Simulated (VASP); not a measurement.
Runs of VASP 6.6.1 on Pt. The structure is cubic, space group Fm-3m (No. 225). Conventional cell: a = 3.922 Å, b = 3.922 Å, c = 3.922 Å, α = 90.00°, β = 90.00°, γ = 90.00°. Pt (site symmetry m-3m) has 12 Pt at 2.77 Å as nearest neighbours. 

| task | level | spin | cell | k mesh | cutoff (eV) | gap on the mesh (eV) | pressure (GPa) | relaxed volume (Å³/atom) |
| --- | --- | --- | --- | --- | --- | --- | --- | --- |
| band structure | r2SCAN | off | as given | 12 × 12 × 12 | 520 | - | 4.9 | - |
| band structure | r2SCAN | SOC, no magnetisation | as given | 9 × 9 × 9 | 520 | - | 4.8 | - |
| band structure | SCAN | off | as given | 12 × 12 × 12 | 520 | - | -5.2 | - |
| band structure | rSCAN | off | as given | 12 × 12 × 12 | 520 | - | 5.0 | - |
| relaxation of cell and atoms | BLYP+D4 | off | relaxed | 12 × 12 × 12 | 600 | none | 0.1 | (b) |
| relaxation of cell and atoms | BLYP+D3 | off | relaxed | 12 × 12 × 12 | 600 | none | -0.1 | (a) |
| band structure | SCAN | SOC, no magnetisation | as given | 9 × 9 × 9 | 520 | - | -5.2 | - |
| relaxation of cell and atoms | BLYP+D3(BJ) | off | relaxed | 12 × 12 × 12 | 600 | none | 0.0 | 15.46 |

Alike in all rows: potentials or basis VASP PAW PBE potentials, release 64 (Pt); smearing fermi-dirac 0.05 eV.

Task: Fill in the values left out.

Result: (a) 15.41; (b) 15.72.

Caveats: the PAW data sets were made with another functional, which shifts forces and pressure a little; spin-orbit coupling is left out, which moves the levels of the heavy elements (some runs); pairwise dispersion overbinds metals, which lowers pressure and volume (some runs).

A k mesh can miss the band edges, and rows without SOC leave out spin-orbit coupling on Pt.

A gap of «none» marks a metal or a gap under the smearing width.

Runs at the PBE level aren't shown here.
